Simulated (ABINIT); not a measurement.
# WS2 (Tungstenite) (P1) in ABINIT: single point with PBEsol

Aim: the single point of WS2 (Tungstenite) with PBEsol.

Everything below comes from runs of ABINIT 10.8.3 (patched build). Logs are shortened: lines on timing, memory, paths and dates and some standing lists are left out, and cuts for length are marked. The log counts tension as positive stress, the text compression.

## Step 1: The cell of the first run

The typed cell holds 6 atoms: a = 3.180 Å, b = 3.180 Å, c = 12.500 Å, α = 90.00°, β = 90.00°, γ = 120.00°.

## Step 2: Single point, PBEsol (atoms moved at random, drawn with an rms of 0.05 Å)

File run.abi:

```
# Pseudopotentials
pp_dirpath "./"
pseudos "W.upf, S.upf"

# Structure
acell 6.0093290763 6.0093290763 23.6215765578
rprim
     1.0000000000     0.0000000000     0.0000000000
    -0.5000000000     0.8660254038     0.0000000000
     0.0000000000     0.0000000000     1.0000000000
ntypat 2
znucl 74 16
natom 6
typat 1 1 2 2 2 2
xcart
     3.0307870916     1.7284918630    17.6810098909
     0.0809426580     3.5186486666     5.8619068170
     2.9212850972     1.7113907578     8.7533058956
    -0.0029926459     3.4647796649    20.5459528037
     3.0848590347     1.7720200564     2.8854936844
     0.0892024808     3.5169364744    14.7970516089
chkprim 0
chksymtnons 0
tolsym 1.0e-6

# Plane-wave basis
ecut 37.0

# k points
kptopt 1
ngkpt 10 10 3
nshiftk 1
shiftk 0.0 0.0 0.0

# Exchange and correlation
ixc -116133

# Bands and occupations
nband 32
occopt 3
tsmear 0.00183747

# SCF cycle
nstep 100
tolvrs 1.0e-10

# Output
iomode 3
prtwf 0
prteig 0
prtebands 0
enunit 1
prtden 1
prtvha 1
prtvclmb 1
prtpot 1
prtelf 1
```

Potentials or basis: PseudoDojo NC SR PBEsol v0.4.1 standard.

Run with:

```sh
$ mpirun --bind-to none -np 4 abinit run.abi > log 2>&1
```

run.abo:

```text
.Version 10.8.3 of ABINIT
 Symmetries : space group P1 (#  1); Bravais aP (primitive triclinic)
================================================================================
 Values of the parameters that define the memory need of the present run
     intxc =       0    ionmov =       0      iscf =       7    lmnmax =       8
     lnmax =       8     mgfft =     135  mpssoang =       4    mqgrid =    6469
     natom =       6  nloc_mem =       1    nspden =       1   nspinor =       1
    nsppol =       1      nsym =       1    n1xccc =    2501    ntypat =       2
    occopt =       3   xclevel =       2
       mpw =        7964          nfft =      174960          nkpt =         152
================================================================================
================================================================================

--------------------------------------------------------------------------------
------------- Echo of variables that govern the present computation ------------
--------------------------------------------------------------------------------
 -outvars: echo values of preprocessed input variables --------
            acell      6.0093290763E+00  6.0093290763E+00  2.3621576558E+01 Bohr
              amu      1.83850000E+02  3.20660000E+01
          chkprim           0
      chksymtnons           0
             ecut      3.70000000E+01 Hartree
           enunit           1
                       outvar_i_n : Printing only first  50 k-points.
              ixc     -116133
                       outvar_i_n : Printing only first  50 k-points.
         kptrlatt       10    0    0      0   10    0      0    0    3
          kptrlen      6.00932908E+01
            natom           6
            nband          32
            ngfft          36      36     135
             nkpt         152
            nstep         100
             nsym           1
           ntypat           2
                       prtocc : prtvol=0, do not print more k-points.
           occopt           3
        prtebands           0
           prteig           0
           prtelf           1
           prtpot           1
         prtvclmb           1
           prtvha           1
            prtwf           0
            rprim      1.0000000000E+00  0.0000000000E+00  0.0000000000E+00
                      -5.0000000000E-01  8.6602540380E-01  0.0000000000E+00
                       0.0000000000E+00  0.0000000000E+00  1.0000000000E+00
          spgroup           1
           tolsym      1.00000000E-06
           tolvrs      1.00000000E-10
           tsmear      1.83747000E-03 Hartree
            typat      1  1  2  2  2  2
                       outvars : Printing only first  50 k-points.
           xangst      1.6038234589E+00  9.1467850251E-01  9.3563874937E+00
                       4.2833009974E-02  1.8619886863E+00  3.1019874979E+00
                       1.5458774989E+00  9.0562898736E-01  4.6320499969E+00
                      -1.5836400095E-03  1.8334824382E+00  1.0872449993E+01
                       1.6324370989E+00  9.3771263047E-01  1.5269374990E+00
                       4.7203919963E-02  1.8610826332E+00  7.8302624947E+00
            xcart      3.0307870916E+00  1.7284918630E+00  1.7681009891E+01
                       8.0942658000E-02  3.5186486666E+00  5.8619068170E+00
                       2.9212850972E+00  1.7113907578E+00  8.7533058956E+00
                      -2.9926459000E-03  3.4647796649E+00  2.0545952804E+01
                       3.0848590347E+00  1.7720200564E+00  2.8854936844E+00
                       8.9202480800E-02  3.5169364744E+00  1.4797051609E+01
             xred      6.7041299999E-01  3.3213200000E-01  7.4851100000E-01
                       3.5152599999E-01  6.7611299998E-01  2.4815900000E-01
                       6.5054799999E-01  3.2884599999E-01  3.7056400000E-01
                       3.3238299998E-01  6.6576199998E-01  8.6979600000E-01
                       6.8359300000E-01  3.4049599999E-01  1.2215500000E-01
                       3.5273599999E-01  6.7578399998E-01  6.2642100000E-01
            znucl       74.00000   16.00000

================================================================================

 chkinp: Checking input parameters for consistency.

================================================================================
== DATASET  1 ==================================================================

--- !DatasetInfo
iteration_state: {dtset: 1, }
dimensions: {natom: 6, nkpt: 152, mband: 32, nsppol: 1, nspinor: 1, nspden: 1, mpw: 7964, }
cutoff_energies: {ecut:  37.0, pawecutdg:  -1.0, }
electrons: {nelect:   5.20000000E+01, charge:   0.00000000E+00, occopt:   3.00000000E+00, tsmear:   1.83747000E-03, }
meta: {optdriver: 0, ionmov: 0, optcell: 0, iscf: 7, paral_kgb: 0, }
...

 Real(R)+Recip(G) space primitive vectors, cartesian coordinates (Bohr,Bohr^-1):
[... 104 lines left out ...]

 Integrated electronic density in atomic spheres:
 ------------------------------------------------
 Atom  Sphere_radius  Integrated_density
    1        2.00000         10.18016057
    2        2.00000         10.15746173
    3        2.00000          3.96852268
    4        2.00000          3.96564583
    5        2.00000          3.92853761
    6        2.00000          3.95883990
================================================================================

 ----iterations are completed or convergence reached----

 Mean square residual over all n,k,spin=   36.774E-08; max=  23.571E-05
 reduced coordinates (array xred) for    6 atoms
       0.670412999991      0.332131999997      0.748511000002
       0.351525999989      0.676112999976      0.248159000000
       0.650547999993      0.328845999991      0.370564000001
       0.332382999985      0.665761999976      0.869796000001
       0.683593000000      0.340495999991      0.122154999999
       0.352735999987      0.675783999977      0.626420999999
 rms dE/dt=  1.6425E-01; max dE/dt=  3.8280E-01; dE/dt below (all hartree)
    1      -0.021896236493     -0.022287292279      0.070405157255
    2       0.110746073994     -0.008870605714      0.382797137188
    3      -0.105939832904      0.014891331562     -0.247063797653
    4      -0.019386290826      0.011048793882     -0.368584454920
    5      -0.004721089300     -0.005850467374     -0.138858632527
    6       0.041197326003      0.011068280451      0.301304748297

 cartesian coordinates (angstrom) at end:
    1      1.60382345888565     0.91467850251034     9.35638749366734
    2      0.04283300997446     1.86198868627575     3.10198749788892
    3      1.54587749894005     0.90562898736339     4.63204999687196
    4     -0.00158364000951     1.83348243822136    10.87244999263064
    5      1.63243709890400     0.93771263047377     1.52693749895312
    6      0.04720391996335     1.86108263318344     7.83026249467331

 cartesian forces (hartree/bohr) at end:
    1      0.00364370597133     0.00638622864108    -0.00298054326769
    2     -0.01842902607627    -0.00893550323537    -0.01620540059967
    3      0.01762922670808     0.00731685100758     0.01045924362086
    4      0.00322603111351    -0.00026048914339     0.01560372061923
    5      0.00078562531450     0.00157775733673     0.00587846702189
    6     -0.00685556303115    -0.00608484460663    -0.01275548739462
 frms,max,avg= 9.8800972E-03 1.8429026E-02   1.374E-09 -5.049E-10 -1.112E-09 h/b

 cartesian forces (eV/Angstrom) at end:
    1      0.18736689444865     0.32839308032373    -0.15326569713108
    2     -0.94765862305956    -0.45948205061562    -0.83331520368246
    3      0.90653128595325     0.37624760648128     0.53783593158776
    4      0.16588918971211    -0.01339489031758     0.80237557510806
    5      0.04039847796057     0.08113154428551     0.30228292806215
    6     -0.35252722501503    -0.31289529015734    -0.65591353394443
 frms,max,avg= 5.0805502E-01 9.4765862E-01   7.063E-08 -2.596E-08 -5.719E-08 e/A
 length scales=  6.009329076300  6.009329076300 23.621576557800 bohr
              =  3.179999997837  3.179999997837 12.499999991508 angstroms
 Fermi (or HOMO) energy (eV) =   9.56938   Average Vxc (eV)= -11.12964
 Eigenvalues (   eV  ) for nkpt= 152  k points:
 kpt#   1, nband= 32, wtk=  0.00333, kpt=  0.0000  0.0000  0.0000 (reduced coord)
 -65.58406  -65.57735  -29.84868  -29.82950  -29.70009  -29.69533  -29.67516  -29.66115
  -6.63513   -6.40224   -4.89967   -4.56649    1.48307    2.36019    5.17285    5.22662
   5.32531    5.47570    5.51008    6.44134    6.49877    6.61376    6.94772    7.48506
   8.01054    9.10128   10.98967   11.13592   11.25574   11.34111   11.52041   11.54981
 prteigrs : prtvol=0 or 1, do not print more k-points.

--- !EnergyTerms
iteration_state     : {dtset: 1, }
comment             : Components of total free energy in Hartree
kinetic             :  5.62548526349618E+01
hartree             :  5.48107913732377E+01
xc                  : -4.56375233579978E+01
Ewald energy        : -1.15701836625559E+02
psp_core            :  4.07565749662365E+00
local_psp           : -1.81104496405559E+02
non_local_psp       :  3.13766325170139E+01
internal            : -1.95925922367279E+02
'-kT*entropy'       : -3.01198021648925E-08
total_energy        : -1.95925922397398E+02
total_energy_eV     : -5.33141594995571E+03
band_energy         : -1.89181246892099E+01
...

 Cartesian components of stress tensor (hartree/bohr^3)
  sigma(1 1)=  6.92698039E-05  sigma(3 2)= -4.37933307E-05
  sigma(2 2)=  3.93245823E-05  sigma(3 1)= -1.02312943E-04
  sigma(3 3)= -1.31911520E-04  sigma(2 1)=  2.17469951E-05

-Cartesian components of stress tensor (GPa)         [Pressure=  2.2867E-01 GPa]
- sigma(1 1)=  2.03798799E+00  sigma(3 2)= -1.28844427E+00
- sigma(2 2)=  1.15696916E+00  sigma(3 1)= -3.01015071E+00
- sigma(3 3)= -3.88097092E+00  sigma(2 1)=  6.39818685E-01

== END DATASET(S) ==============================================================
================================================================================

 -outvars: echo values of variables after computation  --------
            acell      6.0093290763E+00  6.0093290763E+00  2.3621576558E+01 Bohr
           etotal     -1.9592592240E+02
            fcart      3.6437059713E-03  6.3862286411E-03 -2.9805432677E-03
                      -1.8429026076E-02 -8.9355032354E-03 -1.6205400600E-02
                       1.7629226708E-02  7.3168510076E-03  1.0459243621E-02
                       3.2260311135E-03 -2.6048914339E-04  1.5603720619E-02
                       7.8562531450E-04  1.5777573367E-03  5.8784670219E-03
                      -6.8555630311E-03 -6.0848446066E-03 -1.2755487395E-02
            rprim      1.0000000000E+00  0.0000000000E+00  0.0000000000E+00
                      -5.0000000000E-01  8.6602540380E-01  0.0000000000E+00
                       0.0000000000E+00  0.0000000000E+00  1.0000000000E+00
           strten      6.9269803899E-05  3.9324582285E-05 -1.3191152041E-04
                      -4.3793330714E-05 -1.0231294310E-04  2.1746995088E-05
           xangst      1.6038234589E+00  9.1467850251E-01  9.3563874937E+00
                       4.2833009974E-02  1.8619886863E+00  3.1019874979E+00
                       1.5458774989E+00  9.0562898736E-01  4.6320499969E+00
                      -1.5836400095E-03  1.8334824382E+00  1.0872449993E+01
                       1.6324370989E+00  9.3771263047E-01  1.5269374990E+00
                       4.7203919963E-02  1.8610826332E+00  7.8302624947E+00
             xred      6.7041299999E-01  3.3213200000E-01  7.4851100000E-01
                       3.5152599999E-01  6.7611299998E-01  2.4815900000E-01
                       6.5054799999E-01  3.2884599999E-01  3.7056400000E-01
                       3.3238299998E-01  6.6576199998E-01  8.6979600000E-01
                       6.8359300000E-01  3.4049599999E-01  1.2215500000E-01
                       3.5273599999E-01  6.7578399998E-01  6.2642100000E-01
 Calculation completed.
```

It took 11 min on 4 MPI ranks of Arm Neoverse V2, shared host; peak memory 1 GiB.

What came out:

* Free energy: -5331.4159 eV
* Pressure: 0.2 GPa
* Largest force: 1.343 eV/Å
* Band gap on the k mesh: 1.07 eV, indirect (least direct gap 1.89 eV)
* Valence electrons inside the program's atomic spheres: W 10.18, 10.16; S 3.97, 3.93, 3.96

Forces in eV/Å, atoms in the order of the input:
```
W    0.187  0.328 -0.153
W   -0.948 -0.459 -0.833
S    0.907  0.376  0.538
S    0.166 -0.013  0.802
S    0.040  0.081  0.302
S   -0.353 -0.313 -0.656
```

Stress tensor (GPa, compression positive):
```
-2.04 -0.64  3.01
-0.64 -1.16  1.29
 3.01  1.29  3.88
```

Caveat: spin-orbit coupling is left out, which moves the levels of the heavy elements; an odd mesh through Γ misses points on the zone boundary, where band edges often lie.
